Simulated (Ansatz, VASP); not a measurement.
**One calculation of Sn, two programs**

```xyz
1
Lattice="-1.8947 1.8947 1.8947 1.8947 -1.8947 1.8947 1.8947 1.8947 -1.8947" Properties=species:S:1:pos:R:3 pbc="T T T"
Sn    0.0000    0.0000    0.0000
```

This isn't the form of Sn at room conditions, which is tetragonal (white tin).

Alike in both runs: task single point; functional LDA; k mesh 20 × 20 × 20; occupations gaussian, width 0.15 eV; no spin polarisation.

|  | VASP | Ansatz |
| --- | --- | --- |
| version | VASP 6.6.1 | Ansatz 0.2.0 |
| potentials or method | VASP PAW LDA potentials, release 64 (Sn_d) | scalar-relativistic, plane waves, PAW |
| plane-wave cutoff (eV) | 520 | 420 |
| valence electrons in the cell | 14 | 14 |

```csv
,VASP,Ansatz,Ansatz less VASP
gap on the k mesh at the Fermi level (eV),none,none,-
pressure (GPa),-3.4,-3.4,-0.03
```

A gap of «none» marks a metal or a gap that the smearing closes.
